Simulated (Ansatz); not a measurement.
Write the native input for Ansatz 0.2.0 that does the following.

* Task: relaxation of cell and atoms
* Functional: PBEsol
* Dispersion: D4
* Potentials or basis: Ansatz PAW
* Cutoff: 420 eV (not typed: the program's choice for these potentials)
* k mesh: 7 × 7 × 7
* Occupations: fermi-dirac, width 0.05 eV
* Spin: no spin polarisation

Crystal: Bi2Te2Se.

```xyz
5
Lattice="2.1610 1.2476 10.5856 -2.1610 1.2476 10.5856 0.0000 -2.4953 10.5856" Properties=species:S:1:pos:R:3 pbc="T T T"
Bi    0.0000    0.0000   12.4398
Bi    0.0000    0.0000   19.3169
Te    0.0000    0.0000   24.7831
Te    0.0000    0.0000    6.9736
Se    0.0000    0.0000    0.0000
```

The cell is a database's computed one.

The input as run:

input.yaml

```yaml
crystal:
  lattice:
    - [2.1609687617, 1.2476358963, 10.5855712543]
    - [-2.1609687617, 1.2476358963, 10.5855712543]
    - [0.0, -2.4952717926, 10.5855712543]
  atoms:
    - { symbol: Bi, position: [0.39172124, 0.39172124, 0.39172124] }
    - { symbol: Bi, position: [0.60827876, 0.60827876, 0.60827876] }
    - { symbol: Te, position: [0.78040487, 0.78040487, 0.78040487] }
    - { symbol: Te, position: [0.21959513, 0.21959513, 0.21959513] }
    - { symbol: Se, position: [0.0, 0.0, 0.0] }
hamiltonian:
  xc: pbesol
  pseudopotentials: { kind: paw }
  dispersion: d4
kpoints:
  mp_grid: { grid: [7, 7, 7] }
scf:
  occupations: { method: fermi_dirac, width: 0.05 }
output:
  forces: true
  stress: true
relax:
  f_tol: 0.01
  max_steps: 40
  cell: { stress_tol: 0.05 }
```

Potentials or basis: Ansatz PAW.

The run is started by

```sh
$ ansatz run input.yaml --threads 2 --pin off --max-ram 5120MiB --backend cpu --events-out ev --progress --plain --runs-dir out
```

Results of the run:

```
Relaxed volume                         : 30.59 Å³/atom
Relaxed cell                           : a = 10.062 Å, b = 10.062 Å, c = 10.062 Å, α = 24.41°, β = 24.41°, γ = 24.41°
Space group after relaxing (to 0.05 Å) : R-3m (No. 166)
Energy gained by relaxing              : 37.3 meV/atom
Ionic steps                            : 7
Pressure after relaxing                : 0.0 GPa
```

Caveat: the plane-wave basis is chosen anew once the cell has moved, so the energies of steps on either side of that aren't comparable; the PAW data sets come from PBE, with cores solved anew for the run's functional, which leaves a small shift of forces and pressure.

It took 42 s on 2 threads of AMD EPYC 7B13 (Zen 3) (shared host), peak memory 0.7 GiB.
